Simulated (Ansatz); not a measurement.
Runs of Ansatz 0.2.0 on Fe2Ge. The structure is hexagonal, space group P6_3/mmc (No. 194). The conventional cell has a = 4.133 Å, b = 4.133 Å, c = 5.009 Å, α = 90.00°, β = 90.00°, γ = 120.00°. Ge (site symmetry -6m2) is surrounded by 11 Fe at 2.39 to 2.69 Å. Fe (site symmetry -6m2) has 5 Ge at 2.39 to 2.50 Å and 6 Fe at 2.69 Å as nearest neighbours. Fe (site symmetry -3m) has 8 Fe at 2.50 to 2.69 Å and 6 Ge at 2.69 Å as nearest neighbours. The cell is a database's computed one.

```tsv
spin	k mesh	gap on the mesh (eV)	pressure (GPa)	moment (μB)
collinear, ferromagnetic start	8 × 8 × 6	none	-9.1	7.61
collinear, random start	8 × 8 × 6	none	-9.1	7.61
non-collinear, random start	6 × 6 × 4	none	(a)	8.01
off	8 × 8 × 6	none	-18.7	-
```

Alike in all rows: task single point; level PBEsol; potentials or basis Ansatz PAW; cell as given; cutoff (eV) 420; smearing fermi-dirac 0.05 eV.

Estimate the missing entries.

(a) -8.1.

Caveats: the PAW data sets come from PBE, with cores solved anew for the run's functional, which leaves a small shift of forces and pressure; the starting moments weren't kept (some runs).

A k mesh can miss the band edges, and the runs leave out spin-orbit coupling on Ge.

A gap of «none» marks a metal or a gap under the smearing width.
